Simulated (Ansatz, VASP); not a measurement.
**SiNi: VASP beside Ansatz**

```
CELL_PARAMETERS angstrom
2.96226 0.00000 0.00000
0.00000 3.30205 0.00000
0.00000 0.00000 4.70842
ATOMIC_POSITIONS crystal
Ni 0.50000 0.50000 0.34250
Ni 0.00000 0.00000 0.65750
Si 0.50000 0.50000 0.84314
Si 0.00000 0.00000 0.15686
```

The cell is a database's computed one.

Alike in both runs: task single point; functional LDA; k mesh 9 × 8 × 6; occupations fermi-dirac, width 0.05 eV; collinear spin.

|  | VASP | Ansatz |
| --- | --- | --- |
| version | VASP 6.6.1 | Ansatz 0.2.0 |
| potentials or method | VASP PAW LDA potentials, release 64 (Ni, Si) | Ansatz PAW |
| plane-wave cutoff (eV) | 520 | 420 |
| valence electrons in the cell | 28 | 44 |

Ansatz gave:

- gap on the k mesh at the Fermi level (eV): none
- pressure (GPa): -8.5
- largest component of the traceless stress (GPa): 2.64
- rms of the force components (eV/Å): 0.117
- net moment per atom (μB): 0.00

Q: Estimate VASP's values.

A: gap on the k mesh at the Fermi level (eV): none; pressure (GPa): -8.2; largest component of the traceless stress (GPa): 2.40; rms of the force components (eV/Å): 0.114; net moment per atom (μB): 0.00.

Atom by atom the forces differ by 0.007 eV/Å (rms over components). A gap of «none» marks a metal or a gap that the smearing closes. The two sets of potentials don't hold the same shells in valence.

Caveats: the PAW data sets come from PBE, with cores solved anew for the run's functional, which leaves a small shift of forces and pressure (Ansatz); the starting moments weren't kept (Ansatz).
